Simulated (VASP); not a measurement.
# VASP 6.6.1 run: YN

INCAR

```
ISMEAR = -1
LDAUJ = 0 0
EDIFF = 1E-7
LCHARG = .FALSE.
LMAXMIX = 4
METAGGA = R2SCAN
SIGMA = 0.02
ISIF = 2
ALGO = Normal
NSW = 0
NBANDS = 15
NELM = 120
LASPH = .TRUE.
LDAUU = 6.0 0
PREC = Accurate
ENCUT = 520
IBRION = -1
LDAU = .TRUE.
LDAUTYPE = 2
LREAL = .TRUE.
LWAVE = .FALSE.
LDAUL = 2 -1
```

KPOINTS

```
KPOINTS created by Atomic Simulation Environment
0
Gamma
3 3 3
0 0 0
```

POSCAR

```
Y  N
 1.0000000000000000
     0.0000000000000000    2.3501262170000001    2.3501262170000001
     2.3501262170000001    0.0000000000000000    2.3501262170000001
     2.3501262170000001    2.3501262170000001    0.0000000000000000
 Y   N
   1   1
Cartesian
  0.0000000000000000  0.0000000000000000  0.0000000000000000
  2.3501262170000001  2.3501262170000001  2.3501262170000001
```

The recommended PBE PAW datasets give the neutral cell 16 valence electrons.

Command

```
mpirun -np 1 vasp_std
```

Task: How does this run end, and what does it give?

Result: It converged. Results: gap between bands v and c on the k mesh 2.02 eV; least direct gap on the k mesh 2.45 eV; pressure 63.9 GPa. Band v is the last that the valence electrons fill when counted band by band, and c is the next.

OSZICAR

```
N       E                     dE             d eps       ncg     rms          rms(c)
DAV:   1     0.361636090805E+02    0.36164E+02   -0.87425E+03   120   0.112E+03
DAV:   2    -0.359366541767E+02   -0.72100E+02   -0.63480E+02   155   0.231E+02
DAV:   3    -0.393344572203E+02   -0.33978E+01   -0.33594E+01   162   0.437E+01
DAV:   4    -0.393921748375E+02   -0.57718E-01   -0.57712E-01   134   0.600E+00
DAV:   5    -0.393927405542E+02   -0.56572E-03   -0.56571E-03   148   0.486E-01    0.414E+01
DAV:   6    -0.298033227873E+02    0.95894E+01   -0.72411E+00   148   0.259E+01    0.420E+01
DAV:   7    -0.300441971312E+02   -0.24087E+00   -0.82189E-01   134   0.742E+00    0.293E+01
DAV:   8    -0.301496102464E+02   -0.10541E+00   -0.25259E-01   127   0.465E+00    0.570E+00
DAV:   9    -0.301115422144E+02    0.38068E-01   -0.11262E-01   134   0.266E+00    0.669E-01
DAV:  10    -0.301108657624E+02    0.67645E-03   -0.33824E-03   141   0.575E-01    0.912E-01
DAV:  11    -0.301106486583E+02    0.21710E-03   -0.12241E-03   127   0.348E-01    0.145E-01
DAV:  12    -0.301106462032E+02    0.24550E-05   -0.62301E-05   169   0.779E-02    0.651E-02
DAV:  13    -0.301106457601E+02    0.44307E-06   -0.78074E-06   127   0.253E-02    0.207E-02
DAV:  14    -0.301106457448E+02    0.15300E-07   -0.33030E-06   148   0.214E-02    0.176E-02
DAV:  15    -0.301106459714E+02   -0.22655E-06   -0.35756E-07   148   0.581E-03    0.720E-03
DAV:  16    -0.301106462143E+02   -0.24291E-06   -0.60112E-08   109   0.308E-03    0.123E-03
DAV:  17    -0.301106461774E+02    0.36867E-07   -0.17023E-08    67   0.125E-03
   1 F= -.30110646E+02 E0= -.30110646E+02  d E =-.112437E-11
```

For comparison, a separate r²SCAN run of the intended cell, on usual settings and not on those above, gives a gap of 0.35 eV on its mesh and a pressure of 26.8 GPa.
